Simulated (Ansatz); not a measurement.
**BP under changes of volume**

One of the cells (11.682 Å³/atom); the others are scaled copies at fixed shape and fractional positions:

```
CELL_PARAMETERS angstrom
0.00000 2.26900 2.26900
2.26900 0.00000 2.26900
2.26900 2.26900 0.00000
ATOMIC_POSITIONS crystal
P 0.75000 0.75000 0.75000
B 0.00000 0.00000 0.00000
```

```yaml
Program: Ansatz 0.2.0
Functional: revPBE
Dispersion: D3(BJ)
Potentials_or_basis: Ansatz PAW
Cutoff: "420 eV (not typed: the program's choice for these potentials)"
k_mesh: 10 × 10 × 10
Occupations: fermi-dirac, width 0.05 eV
Spin: no spin polarisation
```

```tsv
volume (Å³/atom)	energy over the lowest point (meV/atom)	pressure (GPa)	gap on the mesh (eV)
10.981	4.16	4.8	1.17
11.214	0.00	0.9	1.20
11.448	1.27	-2.6	1.23
11.682	7.43	-5.8	1.26
11.915	?	?	?
12.149	32.71	-11.3	1.31
12.383	51.00	-13.7	1.34
```

What does the run at 11.915 Å³/atom give?

Energy over the lowest point 18.07 meV/atom; pressure -8.7 GPa; gap on the mesh 1.29 eV.

Worked out: A Birch-Murnaghan fit of order 3 (a polynomial in V^(-2/3)) to the other rows has its minimum at 11.27 Å³/atom with B0 = V·E''(V) = 175 GPa and B' = 3.9. It gives 18.04 meV/atom at 11.915 Å³/atom, against the run's 18.07, and -dE/dV = -8.7 GPa, against -8.7. A straight line through the other rows of the gap, of slope 1.4 eV per unit of ln V, gives 1.29 eV, against the run's 1.29.

Energies are extrapolated to zero smearing.

Caveats: the PAW data sets come from PBE, with cores solved anew for the run's functional, which leaves a small shift of forces and pressure.

A mesh can miss the band edges.
